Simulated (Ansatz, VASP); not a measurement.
One calculation of AlN, two programs

File INCAR:

```
ALGO     = Normal         # electronic algorithm
EDIFF    = 1E-8           # SCF threshold, eV
ENCUT    = 520            # plane-wave cutoff, eV
GGA      = PE             # functional
ISIF     = 2              # what is computed and relaxed
ISMEAR   = -1             # smearing method
LASPH    = T              # aspherical terms in the spheres
LCHARG   = F              # write CHGCAR
LEFG     = T            
LREAL    = F              # projectors in reciprocal space
LWAVE    = F              # write WAVECAR
NBANDS   = 16             # bands
NELM     = 100            # most SCF steps
PREC     = Accurate       # precision mode
SIGMA    = 0.02           # smearing width, eV
```

Contents of KPOINTS:

```
k-points
0
Gamma
  11 11 6
```

The input POSCAR:

```
AlN
1.0
    3.1720176844      0.0000000000      0.0000000000
   -1.5860088422      2.7470478959      0.0000000000
    0.0000000000      0.0000000000      5.0756326300
Al N
2 2
Direct
    0.3333333333      0.6666666667      0.0000000000
    0.6666666667      0.3333333333      0.5000000000
    0.3333333333      0.6666666667      0.3850000000
    0.6666666667      0.3333333333      0.8850000000
```

Input for Ansatz:

```yaml
crystal:
  lattice:
    - [3.1720176844, 0.0, 0.0]
    - [-1.5860088422, 2.7470478959, 0.0]
    - [0.0, 0.0, 5.07563263]
  atoms:
    - { symbol: Al, position: [0.3333333333, 0.6666666667, 0.0] }
    - { symbol: Al, position: [0.6666666667, 0.3333333333, 0.5] }
    - { symbol: "N", position: [0.3333333333, 0.6666666667, 0.385] }
    - { symbol: "N", position: [0.6666666667, 0.3333333333, 0.885] }
kpoints:
  mp_grid: { grid: [11, 11, 6] }
scf:
  occupations: { method: fermi_dirac, width: 0.02 }
hamiltonian:
  xc: pbe
  pseudopotentials: { kind: paw }
output:
  forces: true
  stress: true
  eigenvalues: true
  efg: { contact_densities: true }
```

Change from the starting cell: volume scaled by 1.06, PAW files.

Alike in both runs: task electric field gradients; functional PBE; k mesh 11 × 11 × 6; occupations fermi-dirac, width 0.02 eV; no spin polarisation.

|  | VASP | Ansatz |
| --- | --- | --- |
| version | VASP 6.6.1 | Ansatz 0.2.0 |
| potentials or method | VASP PAW PBE potentials, release 64 (Al, N) | PAW with Ansatz's default frozen-core files, scalar-relativistic |
| plane-wave cutoff (eV) | 520 | 420 |
| valence electrons in the cell | 16 | 16 |

```tsv
	VASP	Ansatz	Ansatz less VASP
gap on the k mesh at the Fermi level (eV)	3.66	3.65	-0.008
pressure (GPa)	-7.1	-6.8	+0.28
largest component of the traceless stress (GPa)	0.30	0.34	+0.035
rms of the force components (eV/Å)	0.103	0.102	-0.0005
Vzz of the field gradient on the site that differs most (V/Å²)	0.2	-0.1	-0.24
```

Atom by atom the forces differ by 0.001 eV/Å (rms over components).

Caveats: an odd mesh through Γ misses points on the zone boundary, where band edges often lie.
